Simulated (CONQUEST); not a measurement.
Runs of CONQUEST 1.3 on KCl (Sylvite). Symmetry: Fm-3m, No. 225, cubic system. Conventional cell: a = 6.293 Å, b = 6.293 Å, c = 6.293 Å, α = 90.00°, β = 90.00°, γ = 90.00°. K (site symmetry m-3m) has 6 Cl at 3.15 Å as nearest neighbours. Cl (site symmetry m-3m) is surrounded by 6 K at 3.15 Å. 

```tsv
task	level	potentials or basis	spin	cell	k mesh	smearing	other keys	gap on the mesh (eV)	pressure (GPa)	moment (μB)
single point	PBE	PseudoDojo NC PBE, SZ, grid cutoff 100 Ha	collinear, antiferromagnetic start	volume scaled by 1.08	4 × 4 × 3	fermi-dirac 0.1 eV	-	3.93	-1.1	0.00
single point	PBE	PseudoDojo NC PBE, DZP, grid cutoff 120 Ha	off	as given	6 × 6 × 4	fermi-dirac 0.05 eV	-	(b)	0.8	-
single point	PBEsol	PseudoDojo NC PBEsol, DZP, grid cutoff 120 Ha	collinear, antiferromagnetic start	as given	5 × 5 × 4	methfessel-paxton of order 1 0.2 eV	General.NeutralAtomProjector = T; SC.LateStageReset = 10	5.43	0.2	0.00
single point	revPBE	PseudoDojo NC PBEsol, SZ, grid cutoff 250 Ha	off	as given	5 × 5 × 4	methfessel-paxton of order 1 0.05 eV	General.PartitionMethod = Hilbert; IO.Iprint = 1; …	(c)	(a)	-
band structure	PBEsol	PseudoDojo NC PBEsol, DZP, grid cutoff 120 Ha	collinear, antiferromagnetic start	as given	5 × 5 × 4	methfessel-paxton of order 1 0.2 eV	General.NeutralAtomProjector = T; SC.LateStageReset = 10	-	-	0.00
```

Problem. Fill in the values left out.

Solution. (a) 1.7; (b) 5.26; (c) 4.64.

Caveats: the basis of atomic orbitals isn't converged, which shifts pressures, moduli and gaps; the box holds several primitive cells, so bands are folded and the points are those of the box's own zone (some runs); the atomic basis is small (some runs); the real-space grid breaks the cell's symmetry a little (some runs); an odd mesh through Γ misses points on the zone boundary, where band edges often lie (some runs); the potentials were made for another functional, which shifts forces and pressure (some runs).
